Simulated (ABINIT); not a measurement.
Set up this calculation in ABINIT 10.8.3 (patched build), as the native input.

| Property | Result |
| --- | --- |
| Task | equation of state |
| Functional | PBEsol |
| Potentials or basis | JTH PAW PBE v2.0 |
| Cutoff | 626 eV |
| k mesh | 6 × 6 × 6 |
| Occupations | fermi-dirac, width 0.05 eV |
| Spin | no spin polarisation |
| Fine-grid cutoff | 1224.51 eV |

BaZrO3:

```
Ba Zr O
1.0
     4.19134    0.00000    0.00000
     0.00000    4.19134    0.00000
     0.00000    0.00000    4.19134
Ba Zr O
1 1 3
Direct
  0.00000 0.00000 0.00000
  0.50000 0.50000 0.50000
  0.50000 0.50000 0.00000
  0.50000 0.00000 0.50000
  0.00000 0.50000 0.50000
```

The input as run:

run.abi

```
# Datasets: one volume each
ndtset 7
getwfk -1
scalecart1 3*0.9795861087
scalecart2 3*0.9864848297
scalecart3 3*0.9932883884
scalecart4 3*1.0000000000
scalecart5 3*1.0066227096
scalecart6 3*1.0131594038
scalecart7 3*1.0196128224

# Pseudopotentials
pp_dirpath "./"
pseudos "Ba.GGA_PBE-JTH.xml, Zr.GGA_PBE-JTH.xml, O.GGA_PBE-JTH.xml"

# Structure
acell 4.19134 4.19134 4.19134 Angstrom
rprim
     1.0000000000     0.0000000000     0.0000000000
     0.0000000000     1.0000000000     0.0000000000
     0.0000000000     0.0000000000     1.0000000000
ntypat 3
znucl 56 40 8
natom 5
typat 1 2 3 3 3
xred
     0.0000000000     0.0000000000     0.0000000000
     0.5000000000     0.5000000000     0.5000000000
     0.5000000000     0.5000000000     0.0000000000
     0.5000000000     0.0000000000     0.5000000000
     0.0000000000     0.5000000000     0.5000000000

# Plane-wave basis
ecut 23.0
pawecutdg 45.0
pawxcdev 0

# k points
kptopt 1
ngkpt 6 6 6
nshiftk 1
shiftk 0.0 0.0 0.0

# Exchange and correlation
ixc -116133

# Bands and occupations
nband 24
occopt 3
tsmear 0.05 eV

# SCF cycle
nstep 100
tolvrs 1.0e-9

# Output
iomode 3
prtwf 1
prtden 0
prteig 0
prtebands 0
enunit 1
```

Potentials or basis: JTH PAW PBE v2.0.

Launch:

```bash
$ abinit run.abi > log 2>&1
```

Results of the run:

* Equilibrium volume: 14.67 Å³/atom (rough: see the caveat)
* Bulk modulus: 163 GPa (rough)

Caveat: this set's barium file shifts pressures by 1.5 GPa and gaps by 0.1 eV against other sets; pressures at fixed basis lie under the slope of the energies; the PAW data sets were made with another functional, which shifts forces and pressure a little; the fit is rough or its minimum lies at the end of the range.

It took 3 min on 1 thread of AMD EPYC 9R45 96-Core Processor (Zen 5) (shared host), peak memory 0.19 GiB.
